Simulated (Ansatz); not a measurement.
Crystal: PtS2.

```xyz
3
Lattice="3.5432 0.0000 0.0000 -1.7716 3.0685 0.0000 0.0000 0.0000 5.0388" Properties=species:S:1:pos:R:3 pbc="T T T"
Pt    0.0000    0.0000    0.0000
S     1.7716    1.0228    3.8950
S     0.0000    2.0457    1.1438
```

```yaml
Program: Ansatz 0.2.0
Task: relaxation of cell and atoms
Functional: revPBE
Dispersion: D4
Potentials_or_basis: Ansatz PAW
Cutoff: "420 eV (not typed: the program's choice for these potentials)"
k_mesh: 9 × 9 × 5
Occupations: fermi-dirac, width 0.05 eV
Spin: no spin polarisation
```

At the start: volume 18.26 Å³/atom.

Problem. Where does the relaxation end?

Solution. It ends after 7 steps and the volume is 16.55 Å³/atom (-9.4 %); space group P-3m1 (No. 164, to 0.05 Å).

Step by step:
```tsv
step	energy change (eV)	largest force (eV/Å)	volume (Å³)
1	0.0000	1.3814	54.78
2	-0.1658	0.2261	51.16
3	-0.2032	0.0883	50.92
4	-0.2115	0.0479	49.28
5	-0.2129	0.0085	49.79
6	-0.2130	0.0024	49.66
7	-0.2121	0.0022	49.66
```

Final structure:
```
CELL_PARAMETERS angstrom
3.57428 0.00000 0.00000
-1.78714 3.09542 0.00000
0.00000 0.00000 4.48821
ATOMIC_POSITIONS crystal
Pt 0.00000 0.00000 0.00000
S 0.66667 0.33333 0.73148
S 0.33333 0.66667 0.26852
```

Caveat: the plane-wave basis is chosen anew once the cell has moved, so the energies of steps on either side of that aren't comparable; pairwise dispersion overbinds metals, which lowers pressure and volume; the PAW data sets come from PBE, with cores solved anew for the run's functional, which leaves a small shift of forces and pressure.
